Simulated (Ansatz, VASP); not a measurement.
Two plane-wave programs on KTaO3

The input INCAR:

```
PREC = Accurate ; ENCUT = 520
EDIFF = 1E-6 ; ISMEAR = 0
SIGMA = 0.01 ; LREAL = False
LASPH = True ; NELM = 80
ALGO = Normal ; ISIF = 2
LWAVE = False ; LCHARG = False
GGA = PE ; NBANDS = 27
```

File KPOINTS:

```
Automatic mesh
0
Gamma
  6 6 6
```

Contents of POSCAR:

```
KTaO3
1.0
    4.1033553067      0.0000000000      0.0000000000
    0.0000000000      4.1033553067      0.0000000000
    0.0000000000      0.0000000000      4.1033553067
K Ta O
1 1 3
Direct
    0.0000000000      0.0000000000      0.0000000000
    0.5000000000      0.5000000000      0.5000000000
    0.5000000000      0.5000000000      0.0000000000
    0.5000000000      0.0000000000      0.5000000000
    0.0000000000      0.5000000000      0.5000000000
```

Input for Ansatz:

```yaml
crystal:
  lattice:
    - [4.1033553067, 0.0, 0.0]
    - [0.0, 4.1033553067, 0.0]
    - [0.0, 0.0, 4.1033553067]
  atoms:
    - { symbol: K, position: [0.0, 0.0, 0.0] }
    - { symbol: Ta, position: [0.5, 0.5, 0.5] }
    - { symbol: O, position: [0.5, 0.5, 0.0] }
    - { symbol: O, position: [0.5, 0.0, 0.5] }
    - { symbol: O, position: [0.0, 0.5, 0.5] }
kpoints:
  mp_grid: { grid: [6, 6, 6] }
hamiltonian:
  xc: pbe
scf:
  occupations: { method: fixed }
  n_extra_bands: 5
output:
  forces: true
  stress: true
  eigenvalues: true
```

Alike in both runs: task single point; functional PBE; k mesh 6 × 6 × 6; no spin polarisation.

|  | VASP | Ansatz |
| --- | --- | --- |
| version | VASP 6.6.1 | Ansatz 0.2.0 |
| potentials or method | VASP PAW PBE potentials, release 64 (K_sv, Ta_pv, O) | plane waves, PAW |
| plane-wave cutoff (eV) | 520 | 420 |
| occupations | gaussian, width 0.01 eV | fixed |
| valence electrons in the cell | 38 | 40 |

|  | VASP | Ansatz | Ansatz less VASP |
| --- | --- | --- | --- |
| gap on the k mesh at the Fermi level (eV) | 1.98 | 2.02 | +0.042 |
| pressure (GPa) | -9.2 | -9.6 | -0.42 |

The two sets of potentials don't hold the same shells in valence.

Caveats: spin-orbit coupling is left out, which moves the levels of the heavy elements. A k mesh can miss the band edges.
